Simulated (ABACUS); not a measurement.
# Li2O (Fm-3m) in ABACUS: equation of state

Aim: energy against volume of Li2O in PBE, for its equilibrium volume and stiffness.

All numbers are computed with ABACUS 3.10.1; they aren't measurements. Logs are shortened: lines on timing, memory, paths and dates and some standing lists are left out, and cuts for length are marked.

### Step 1. The crystal as given

It takes space group Fm-3m (No. 225, cubic). The conventional cell has a = 4.654 Å, b = 4.654 Å, c = 4.654 Å, α = 90.00°, β = 90.00°, γ = 90.00°. O (site symmetry m-3m) has 8 Li at 2.02 Å as nearest neighbours. Around Li (site symmetry -43m) lie 4 O at 2.02 Å.

The cell comes from a database or a generator and needn't be the stable form of this composition.

### Step 2. Equation of state, PBE, 7.89 Å³/atom (volume scaled by 0.94)

INPUT

```
INPUT_PARAMETERS
suffix              Li2O
calculation         scf
basis_type          pw
pseudo_dir          ./
symmetry            1
dft_functional      pbe
ecutwfc             84
pseudo_rcut         10
nspin               1
nbands              10
ks_solver           dav
smearing_method     fd
smearing_sigma      0.00367493
scf_thr             1e-08
scf_nmax            100
mixing_type         broyden
mixing_beta         0.7
cal_force           1
cal_stress          1
kpar                4
```

STRU

```
ATOMIC_SPECIES
O 15.9990 O.upf
Li 6.9400 Li.upf

LATTICE_CONSTANT
1.8897261246

LATTICE_VECTORS
0.0000000000 2.2793542295 2.2793542295
2.2793542295 0.0000000000 2.2793542295
2.2793542295 2.2793542295 0.0000000000

ATOMIC_POSITIONS
Direct

O
0.0
1
0.0000000000 0.0000000000 0.0000000000 1 1 1

Li
0.0
2
0.2500000000 0.2500000000 0.2500000000 1 1 1
0.7500000000 0.7500000000 0.7500000000 1 1 1
```

KPT

```
K_POINTS
0
Gamma
10 10 10 0 0 0
```

Potentials or basis: PseudoDojo NC SR 0.4.1 PBE standard, plane waves.

On the command line:

```
$ OMP_NUM_THREADS=1 mpirun -np 4 abacus > log
```

running log:

```text
ABACUS v3.10.1

               Atomic-orbital Based Ab-initio Computation at UStc

 ------------------------------------------------------------------------------------

 READING GENERAL INFORMATION
                           global_out_dir = OUT.Li2O/
                           global_in_card = INPUT
                               pseudo_dir = ./
[... 8 lines left out ...]

 READING ATOM TYPE 1
                               atom label = O
                      L=0, number of zeta = 1
                      L=1, number of zeta = 1
                      L=2, number of zeta = 1
             number of atom for this type = 1

 READING ATOM TYPE 2
                               atom label = Li
                      L=0, number of zeta = 1
                      L=1, number of zeta = 1
                      L=2, number of zeta = 1
             number of atom for this type = 2

                        TOTAL ATOM NUMBER = 3
DIRECT COORDINATES
    atom                   x                   y                   z     mag                  vx                  vy                  vz
taud_O1            0.0000000000        0.0000000000        0.0000000000  0.0000        0.0000000000        0.0000000000        0.0000000000
taud_Li1            0.2500000000        0.2500000000        0.2500000000  0.0000        0.0000000000        0.0000000000        0.0000000000
taud_Li2            0.7500000000        0.7500000000        0.7500000000  0.0000        0.0000000000        0.0000000000        0.0000000000

                          Volume (Bohr^3) = 159.831
                             Volume (A^3) = 23.6845

 Lattice vectors: (Cartesian coordinate: in unit of a_0)
                   +0            +2.27935            +2.27935
             +2.27935                  +0            +2.27935
             +2.27935            +2.27935                  +0
 Reciprocal vectors: (Cartesian coordinate: in unit of 2 pi/a_0)
             -0.21936            +0.21936            +0.21936
             +0.21936            -0.21936            +0.21936
             +0.21936            +0.21936            -0.21936
 The esolver type has been set to : ksdft_pw

                PAO radial cut off (Bohr) = 10

 Read in pseudopotential file is O.upf
                     pseudopotential type = NC
          exchange-correlation functional = PBE
                 nonlocal core correction = 1
                        valence electrons = 6
                                     lmax = 2
                           number of zeta = 2
                     number of projectors = 5
                           L of projector = 0
                           L of projector = 0
                           L of projector = 1
                           L of projector = 1
                           L of projector = 2
                PAO radial cut off (Bohr) = 10

 Read in pseudopotential file is Li.upf
                     pseudopotential type = NC
          exchange-correlation functional = PBE
                 nonlocal core correction = 0
                        valence electrons = 3
                                     lmax = 1
                           number of zeta = 2
                     number of projectors = 4
                           L of projector = 0
                           L of projector = 0
                           L of projector = 1
                           L of projector = 1
     initial pseudo atomic orbital number = 8

 SETUP THE ELECTRONS NUMBER
             electron number of element O = 6
       total electron number of element O = 6
            electron number of element Li = 3
      total electron number of element Li = 6
            AUTOSET number of electrons:  = 12
                           occupied bands = 6
                                   NBANDS = 10
                                   NLOCAL = 27

%%%%%%%%%%%%%%%%%%%%%%%%%%%%%%%%%%%%%%%%%%%%%%%%%%%%%%%%%%%%%%%%%%%%%%%%%%%%%%%%%%%%%%%%%%%%%%%%%%%%%%%%%%
 Warning: the number of valence electrons in pseudopotential > 1 for Li: [He] 2s1
 Pseudopotentials with additional electrons can yield (more) accurate outcomes, but may be less efficient.
 If you're confident that your chosen pseudopotential is appropriate, you can safely ignore this warning.
%%%%%%%%%%%%%%%%%%%%%%%%%%%%%%%%%%%%%%%%%%%%%%%%%%%%%%%%%%%%%%%%%%%%%%%%%%%%%%%%%%%%%%%%%%%%%%%%%%%%%%%%%%

 SETUP THE PLANE WAVE BASIS
 energy cutoff for charge/potential (unit:Ry) = 336
            fft grid for charge/potential = [ 36, 36, 36 ]
                        fft grid division = [ 1, 1, 1 ]
        big fft grid for charge/potential = [ 36, 36, 36 ]
                                     nbxx = 46656
                                     nrxx = 46656

 SETUP PLANE WAVES FOR CHARGE/POTENTIAL
                    number of plane waves = 16529
                         number of sticks = 847

 PARALLEL PW FOR CHARGE/POTENTIAL
     PROC   COLUMNS(POT)             PW
        1            847          16529
[... 46 lines left out ...]
                       right hand lattice = 1
(for reciprocal lattice: )
                             BRAVAIS TYPE = 2
                     BRAVAIS LATTICE NAME = 02. Cubic I (body-centered)
                                    ibrav = 2
                       right hand lattice = 1
(for k-lattice: )
                             BRAVAIS TYPE = 2
                     BRAVAIS LATTICE NAME = 02. Cubic I (body-centered)
                                    ibrav = 2
                       right hand lattice = 1
                        ROTATION MATRICES = 48
                               nkstot_ibz = 47
K-POINTS REDUCTION ACCORDING TO SYMMETRY
     IBZ    DIRECT_X    DIRECT_Y    DIRECT_Z  WEIGHT  ibz2bz
       1  0.00000000  0.00000000  0.00000000  0.0010       0
       2  0.10000000  0.10000000  0.10000000  0.0080       1
       3  0.20000000  0.20000000  0.20000000  0.0080       2
       4  0.30000000  0.30000000  0.30000000  0.0080       3
       5  0.40000000  0.40000000  0.40000000  0.0080       4
       6  0.50000000  0.50000000  0.50000000  0.0040       5
[... 22 lines left out ...]
      29  0.50000000  0.50000000  0.10000000  0.0240      45
      30 -0.20000000  0.40000000  0.40000000  0.0120      46
[... 17 further k points ...]

                               nkstot now = 47
[... K-POINTS DIRECT COORDINATES: 47 rows ...]

           k-point number in this process = 12
       minimum distributed K point number = 11
[... stars of the k points ...]

[... K-POINTS CARTESIAN COORDINATES: 12 rows ...]

[... K-POINTS DIRECT COORDINATES: 12 rows ...]

 SETUP PLANE WAVES FOR WAVE FUNCTIONS
     energy cutoff for wavefunc (unit:Ry) = 84
              fft grid for wave functions = [ 36, 36, 36 ]
                    number of plane waves = 2637
                         number of sticks = 253

 PARALLEL PW FOR WAVE FUNCTIONS
     PROC   COLUMNS(POT)             PW
        1            253           2637
 --------------- sum -------------------
        1            253           2637

 SETUP NONLOCAL PSEUDOPOTENTIALS IN PLANE WAVE BASIS
 O non-local projectors:
 projector 1 L=0
 projector 2 L=0
 projector 3 L=1
 projector 4 L=1
 projector 5 L=2
 Li non-local projectors:
 projector 1 L=0
 projector 2 L=0
 projector 3 L=1
 projector 4 L=1
      TOTAL NUMBER OF NONLOCAL PROJECTORS = 29

 Init Non-Local PseudoPotential table :
 Init Non-Local-Pseudopotential done.

                                     npwx = 2085

 Make real space PAO into reciprocal space.
       max mesh points in Pseudopotential = 1001
     dq(describe PAO in reciprocal space) = 0.01
                                    max q = 1104

 number of pseudo atomic orbitals for O is 2

 number of pseudo atomic orbitals for Li is 2
WARNING: norm of atomic wavefunction # 2 of atomic type Li is 0.997717, renormalized

 -------------------------------------------
 SELF-CONSISTENT
 -------------------------------------------
                                 init_chg = atomic

 PW ALGORITHM --------------- ION=   1  ELEC=   1--------------------------------

 Density error is 0.456966465399
                          Error Threshold = 0.01
----------------------------------------------------------
     Energy           Rydberg                 eV
----------------------------------------------------------
 E_KohnSham     -61.9554988242       -842.9478064411
 E_Harris       -59.2955580041       -806.7574549457
 E_Fermi        0.2416845430         3.2882869032
----------------------------------------------------------
[... 63 lines left out ...]
 Density error is 4.97556179906e-09
                          Error Threshold = 3.31625509255e-10
----------------------------------------------------------
     Energy           Rydberg                 eV
----------------------------------------------------------
 E_KohnSham     -62.1382479887       -845.4342363832
 E_KS(sigma->0) -62.1382479887       -845.4342363832
 E_Harris       -62.1383858798       -845.4361124884
 E_band         -12.6293803335       -171.8315347444
 E_one_elec     -23.8261369410       -324.1712237256
 E_Hartree      14.7901802457        201.2307257890
 E_xc           -15.3834225137       -209.3022009272
 E_Ewald        -37.7188687798       -513.1915375194
 E_entropy(-TS) 0.0000000000         0.0000000000
 E_descf        0.0000000000         0.0000000000
 E_exx          0.0000000000         0.0000000000
 E_Fermi        0.4160386806         5.6604966441
----------------------------------------------------------

 charge density convergence is achieved
 final etot is -845.43423638 eV
 EFERMI = 5.6604966441 eV

 STATE ENERGY(eV) AND OCCUPATIONS    NSPIN == 1
 1/12 kpoint (Cartesian) = 0.0000 0.0000 0.0000 (2085 pws)
       1       -39.7982     0.00200000
       2       -39.4247     0.00200000
       3       -12.3783     0.00200000
       4        3.07349     0.00200000
       5        3.07349     0.00200000
       6        3.07349     0.00200000
       7        8.65360    2.01019e-29
       8        15.2697    6.86064e-87
       9        15.2697    6.86064e-87
      10        15.2697    6.86064e-87
[... 49 lines left out ...]
 6/12 kpoint (Cartesian) = 0.10968 0.10968 0.10968 (2060 pws)
       1       -39.5969     0.00800000
       2       -39.5955     0.00800000
       3       -12.1539     0.00800000
       4       0.221882     0.00800000
       5        2.60864     0.00800000
       6        2.60864     0.00800000
       7        12.5505    1.14175e-62
       8        13.3047    3.20755e-69
       9        15.3940    2.28719e-87
      10        15.3940    2.28719e-87

[... levels at 6 further k points ...]

------------------------------------------------------------------------------------------
 TOTAL-FORCE (eV/Angstrom)
------------------------------------------------------------------------------------------
                        O1         0.0000000000         0.0000000000         0.0000000000
                       Li1         0.0000000000         0.0000000000         0.0000000000
                       Li2         0.0000000000         0.0000000000         0.0000000000
------------------------------------------------------------------------------------------

----------------------------------------------------------------
 TOTAL-STRESS (KBAR)
----------------------------------------------------------------
        35.7130888531         0.0000000000        -0.0000000000
         0.0000000000        35.7130888531        -0.0000000000
         0.0000000000        -0.0000000000        35.7130888531
----------------------------------------------------------------
 TOTAL-PRESSURE: 35.713089 KBAR

 --------------------------------------------
 !FINAL_ETOT_IS -845.4342363831759712 eV
 --------------------------------------------
```

Run time: 3.4 s. Hardware: 4 MPI ranks of INTEL XEON PLATINUM 8581C at 2.10GHz (Emerald Rapids), shared host; peak memory 0.28 GiB.

What came out:

| Quantity | Value |
| --- | --- |
| Free energy | -845.4342 eV |
| Pressure | 3.6 GPa |
| Band gap on the k mesh | 5.09 eV, indirect (least direct gap 5.58 eV) |

### Step 3. Equation of state, PBE, 8.06 Å³/atom (volume scaled by 0.96)

INPUT is that of step 2.

STRU, as its differences from that of step 2:

```diff
@@ -8,5 +8,5 @@
 LATTICE_VECTORS
-0.0000000000 2.2793542295 2.2793542295
-2.2793542295 0.0000000000 2.2793542295
-2.2793542295 2.2793542295 0.0000000000
+0.0000000000 2.2954065487 2.2954065487
+2.2954065487 0.0000000000 2.2954065487
+2.2954065487 2.2954065487 0.0000000000
```

KPT is that of step 2.

Potentials or basis: PseudoDojo NC SR 0.4.1 PBE standard, plane waves.

On the command line:

```
$ OMP_NUM_THREADS=1 mpirun -np 4 abacus > log
```

Wall time 3.4 s (4 MPI ranks of INTEL XEON PLATINUM 8581C at 2.10GHz (Emerald Rapids), shared host); peak memory 0.28 GiB.

It converged, with:

| Item | Value |
| --- | --- |
| Free energy | -845.4425 eV |
| Pressure | 1.7 GPa |
| Band gap on the k mesh | 5.04 eV, indirect (least direct gap 5.42 eV) |

### Step 4. Equation of state, PBE, 8.23 Å³/atom (volume scaled by 0.98)

INPUT is that of step 3.

STRU, as its differences from that of step 3:

```diff
@@ -8,5 +8,5 @@
 LATTICE_VECTORS
-0.0000000000 2.2954065487 2.2954065487
-2.2954065487 0.0000000000 2.2954065487
-2.2954065487 2.2954065487 0.0000000000
+0.0000000000 2.3112374390 2.3112374390
+2.3112374390 0.0000000000 2.3112374390
+2.3112374390 2.3112374390 0.0000000000
```

KPT is that of step 3.

On the command line:

```
$ OMP_NUM_THREADS=1 mpirun -np 4 abacus > log
```

It took 4.3 s on 4 MPI ranks of INTEL XEON PLATINUM 8581C at 2.10GHz (Emerald Rapids), shared host; peak memory 0.28 GiB.

The run converged. Its results:

```
Free energy            : -845.4452 eV
Pressure               : 0.0 GPa
Band gap on the k mesh : 5.00 eV, indirect (least direct gap 5.27 eV)
```

### Step 5. Equation of state, PBE, 8.40 Å³/atom

INPUT is that of step 4.

STRU, as its differences from that of step 4:

```diff
@@ -8,5 +8,5 @@
 LATTICE_VECTORS
-0.0000000000 2.3112374390 2.3112374390
-2.3112374390 0.0000000000 2.3112374390
-2.3112374390 2.3112374390 0.0000000000
+0.0000000000 2.3268543819 2.3268543819
+2.3268543819 0.0000000000 2.3268543819
+2.3268543819 2.3268543819 0.0000000000
```

KPT is that of step 4.

On the command line:

```
$ OMP_NUM_THREADS=1 mpirun -np 4 abacus > log
```

Run time: 4.3 s. Hardware: 4 MPI ranks of INTEL XEON PLATINUM 8581C at 2.10GHz (Emerald Rapids), shared host; peak memory 0.28 GiB.

Results (log left out):

```
Free energy            : -845.4427 eV
Pressure               : -1.6 GPa
Band gap on the k mesh : 4.96 eV, indirect (least direct gap 5.12 eV)
```

### Step 6. Equation of state, PBE, 8.57 Å³/atom (volume scaled by 1.02)

INPUT is that of step 5.

STRU, as its differences from that of step 5:

```diff
@@ -8,5 +8,5 @@
 LATTICE_VECTORS
-0.0000000000 2.3268543819 2.3268543819
-2.3268543819 0.0000000000 2.3268543819
-2.3268543819 2.3268543819 0.0000000000
+0.0000000000 2.3422644627 2.3422644627
+2.3422644627 0.0000000000 2.3422644627
+2.3422644627 2.3422644627 0.0000000000
```

KPT is that of step 5.

Potentials or basis: PseudoDojo NC SR 0.4.1 PBE standard, plane waves.

On the command line:

```
$ OMP_NUM_THREADS=1 mpirun -np 4 abacus > log
```

Run time: 4.8 s. Hardware: 4 MPI ranks of INTEL XEON PLATINUM 8581C at 2.10GHz (Emerald Rapids), shared host; peak memory 0.28 GiB.

Results (log left out):

* Free energy: -845.4356 eV
* Pressure: -3.0 GPa
* Band gap on the k mesh: 4.92 eV, indirect (least direct gap 4.98 eV)

### Step 7. Equation of state, PBE, 8.73 Å³/atom (volume scaled by 1.04)

INPUT is that of step 6.

STRU, as its differences from that of step 6:

```diff
@@ -8,5 +8,5 @@
 LATTICE_VECTORS
-0.0000000000 2.3422644627 2.3422644627
-2.3422644627 0.0000000000 2.3422644627
-2.3422644627 2.3422644627 0.0000000000
+0.0000000000 2.3574743983 2.3574743983
+2.3574743983 0.0000000000 2.3574743983
+2.3574743983 2.3574743983 0.0000000000
```

KPT is that of step 6.

On the command line:

```
$ OMP_NUM_THREADS=1 mpirun -np 4 abacus > log
```

Wall time 4.8 s (4 MPI ranks of INTEL XEON PLATINUM 8581C at 2.10GHz (Emerald Rapids), shared host); peak memory 0.32 GiB.

Results (log left out):

- Free energy: -845.4243 eV
- Pressure: -4.2 GPa
- Band gap on the k mesh: 4.84 eV, direct

### Step 8. Equation of state, PBE, 8.90 Å³/atom (volume scaled by 1.06)

INPUT is that of step 7.

STRU, as its differences from that of step 7:

```diff
@@ -8,5 +8,5 @@
 LATTICE_VECTORS
-0.0000000000 2.3574743983 2.3574743983
-2.3574743983 0.0000000000 2.3574743983
-2.3574743983 2.3574743983 0.0000000000
+0.0000000000 2.3724905637 2.3724905637
+2.3724905637 0.0000000000 2.3724905637
+2.3724905637 2.3724905637 0.0000000000
```

KPT is that of step 7.

On the command line:

```
$ OMP_NUM_THREADS=1 mpirun -np 4 abacus > log
```

Wall time 4.3 s (4 MPI ranks of INTEL XEON PLATINUM 8581C at 2.10GHz (Emerald Rapids), shared host); peak memory 0.28 GiB.

It converged, with:

```yaml
Free_energy: -845.4092 eV
Pressure: -5.4 GPa
Band_gap_on_the_k_mesh: 4.71 eV, direct
```

### Step 9. Equation of state, PBE

Potentials or basis: PseudoDojo NC SR 0.4.1 PBE standard, plane waves.

No new run: the results of the series are fitted here.

Results:

```
Equilibrium volume                      : 8.23 Å³/atom
Bulk modulus                            : 80 GPa
Pressure derivative of the bulk modulus : 3.9
```

Energy against volume, from the lowest point:
```tsv
volume (Å³/atom)	energy (meV/atom)
7.895	3.66
8.063	0.89
8.231	0.00
8.399	0.83
8.567	3.19
8.735	6.96
8.903	12.00
```
